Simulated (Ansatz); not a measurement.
# MgO: the cost of one run

Program: Ansatz 0.2.0. Level of theory: DFT PBEsol, scalar-relativistic, plane waves, PAW. These are calculated values, not measurements.

The COD cell was measured well above room temperature, so it is larger than a cold one.

8 further runs of the same task are left out: 8 set aside as unsound or not needed. Runs told in other sessions of the task aren't counted.

## Step 1: The structure to begin with

Symmetry: Fm-3m, No. 225, cubic system. The conventional cell has a = 4.215 Å, b = 4.215 Å, c = 4.215 Å, α = 90.00°, β = 90.00°, γ = 90.00°. Mg (site symmetry m-3m) is surrounded by 6 O at 2.11 Å. O (site symmetry m-3m) has 6 Mg at 2.11 Å in its first shell of neighbours.

Coordinates:

```
Mg O
1.0
     0.00000    2.10747    2.10747
     2.10747    0.00000    2.10747
     2.10747    2.10747    0.00000
Mg O
1 1
Cartesian
  0.0000 0.0000 0.0000
  2.1075 2.1075 2.1075
```

It is the result of an earlier relaxation at this level (volume 9.36 Å³/atom; gap on the mesh: 4.62 eV).

## Step 2: What is varied

Atoms count from 1 in the order of the input.

One atom moved over a plane, all else fixed.

The axes are (1) shift of Mg1 along [1 1 0]: 11 values from −0.530 Å; (2) shift of Mg1 along [0 0 1]: 11 values from −0.530 Å.

Nothing else is relaxed (all other atoms fixed). Energies count from the relaxed crystal. Points are written as (first, second).

## Step 3: The run at (−0.106 Å, −0.530 Å)

The input, input.yaml:

```yaml
crystal:
  lattice:
    - [4.2149416169, 0.0, 0.0]
    - [0.0, -4.2149416169, 0.0]
    - [0.0, 0.0, -4.2149416169]
  atoms:
    - { symbol: Mg, position: [-0.0177827656, 0.0177827656, 0.1257431415] }
    - { symbol: Mg, position: [0.5, 0.5, 0.0] }
    - { symbol: Mg, position: [0.5, 0.0, 0.5] }
    - { symbol: Mg, position: [0.0, 0.5, 0.5] }
    - { symbol: O, position: [0.5, 0.0, 0.0] }
    - { symbol: O, position: [0.0, 0.5, 0.0] }
    - { symbol: O, position: [0.0, 0.0, 0.5] }
    - { symbol: O, position: [0.5, 0.5, 0.5] }
basis:
  ecutwfc: 420
kpoints:
  mp_grid: { grid: [6, 6, 6] }
hamiltonian:
  xc: pbesol
  pseudopotentials: { kind: paw, azcp: { folder: soft_1 } }
scf:
  occupations: { method: gaussian, width: 0.05 }
output:
  forces: true
  stress: true
  eigenvalues: true
```

Run with:

```bash
ansatz run input.yaml --threads 2 --pin off --max-ram 4096MiB --backend cpu --events-out ev --progress --plain --runs-dir out
```

What time and memory should one allow on 2 threads of Arm Neoverse N1, shared host?

About 17 s, with a peak of 0.38 GiB.
